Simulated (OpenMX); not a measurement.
**MoP: equation of state with LDA**

Crystal: MoP.

```
CELL_PARAMETERS angstrom
3.22300 0.00000 0.00000
-1.61150 2.79120 0.00000
0.00000 0.00000 3.19100
ATOMIC_POSITIONS crystal
Mo 0.00000 0.00000 0.00000
P 0.33333 0.66667 0.50000
```

```json
{
  "Program": "OpenMX 3.8.5",
  "Task": "equation of state",
  "Functional": "LDA",
  "Potentials or basis": "OpenMX 2013 LDA set, Mo7.0-s3p2d2, P7.0-s2p2d1f1, fixed grid of 35 × 35 × 40 points",
  "k mesh": "11 × 11 × 9",
  "Occupations": "fermi-dirac, width 0.05 eV",
  "Spin": "no spin polarisation",
  "Mixing scheme": "rmm-diisk",
  "SCF threshold": "1e-08 Ha",
  "Solver": "band",
  "Grid points, held for all volumes": "35 × 35 × 40"
}
```

```
Equilibrium volume                        : 14.10 Å³/atom
Bulk modulus at fixed shape and positions : 249 GPa
Pressure derivative of the bulk modulus   : 4.5 (rough: it moves with the points fitted)
```

Energy against volume, from the lowest point:
| volume (Å³/atom) | energy (meV/atom) |
| --- | --- |
| 13.492 | 21.97 |
| 13.779 | 5.80 |
| 14.066 | 0.00 |
| 14.353 | 3.50 |
| 14.640 | 15.04 |
| 14.927 | 33.95 |
| 15.214 | 59.61 |

Caveat: volumes in these bases differ from converged ones by about 1 %, for some elements by several; the cell was scaled at fixed shape and fractional positions, which overstates the stiffness of a crystal with free parameters, most of all of layers and chains; the basis of atomic orbitals isn't converged, which shifts pressures, moduli and gaps.
